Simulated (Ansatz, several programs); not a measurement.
A 5-atom cell of KNbO3 started from a crystallographic database, relaxed with r2SCAN in Ansatz (plane waves, PAW): it is tetragonal, P4mm (No. 99); a = 3.975 Å, c = 4.107 Å in the conventional setting, 12.98 Å³ an atom. Around K lie 12 O at 2.78–2.94 Å; around Nb lie 6 O at 1.85–2.26 Å; around O lie 2 Nb at 1.85–2.26 Å and 4 K at 2.81 Å; around O lie 2 Nb at 2.00 Å and 4 K at 2.78–2.94 Å. The cell was then scaled with its shape and fractional coordinates held, which makes it stiffer than a relaxed compression. Calculated for a static, non-magnetic cell.

| V (Å³/atom) | E (meV/atom) |
| --- | --- |
| 12.202 | 30.66 |
| 12.592 | 7.26 |
| 12.981 | 0.00 |
| 13.760 | 24.60 |

Task: Pass a cubic E = c₀ + c₁u + c₂u² + c₃u³, with u = V − 12.884 Å³, through these points.

Result: c₀ = 0.43, c₁ = -8.991, c₂ = 47.408, c₃ = -6.4495 (meV and Å³).

Task: Where is the minimum, and what bulk modulus follows?

Result: dE/du = 0 at u = +0.097, so V₀ = 12.98 Å³. B = V₀ d²E/dV² = 12.98 × (2c₂ + 6c₃u) = 12.98 × 91.072 = 1182 meV/Å³, and 1 meV/Å³ is 0.16022 GPa: 189 GPa. A third-order Birch-Murnaghan fit to all five points gives 12.98 Å³ and 188 GPa.

Task: Predict the energy and the pressure at the withheld volume, 13.371 Å³.

Result: With u = +0.487: E ≈ 6.55 meV and P = −dE/dV ≈ -5.22 GPa. The run gives 6.47 meV and, from its stress, -5.19 GPa.
